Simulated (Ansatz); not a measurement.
## BN: single point with PBE

Crystal: BN.

```
N B
1.0
     0.00000    3.49532    2.16609
     1.25163    0.00000    2.16609
     1.25163    3.49532    0.00000
N B
1 1
Direct
  0.66082 0.69742 0.32683
  0.00701 0.00787 0.99074
```

The cell comes from a database or a generator and needn't be the stable form of this composition.

The cell isn't the ideal one: atoms moved at random, drawn with an rms of 0.05 Å.

- Program: Ansatz 0.2.0
- Task: single point
- Functional: PBE
- Potentials or basis: Ansatz PAW
- Cutoff: 420 eV (not typed: the program's choice for these potentials)
- k mesh: 13 × 13 × 13
- Occupations: fermi-dirac, width 0.05 eV
- Spin: no spin polarisation

```yaml
Pressure: 3.7 GPa
Largest_force: 1.598 eV/Å
Band_gap_on_the_k_mesh: 3.73 eV, indirect (least direct gap 4.66 eV)
```

Forces on the atoms (eV/Å):
```
N   -1.246  0.450 -0.892
B    1.246 -0.450  0.892
```

Stress tensor (GPa, compression positive):
```
 2.42  0.37 -3.26
 0.37  1.61  0.22
-3.26  0.22  7.04
```

Levels at points of the mesh, in eV from the valence-band top:
```tsv
k point	band 1	band 2	band 3	band 4	band 5	band 6	band 7	band 8
(0.00, 0.00, 0.00)	-17.88	-4.50	-1.88	-0.97	4.83	10.96	12.16	12.96
```

Wall time 13 s on 2 threads of Arm Neoverse V1 (shared host), peak memory 0.54 GiB.

Caveat: odd divisions of the mesh miss points on the zone boundary, where band edges often lie, so the gap on the mesh can be too wide; the pressure holds a Pulay correction of +0.6 GPa for the finite cutoff. A k mesh can miss the band edges.
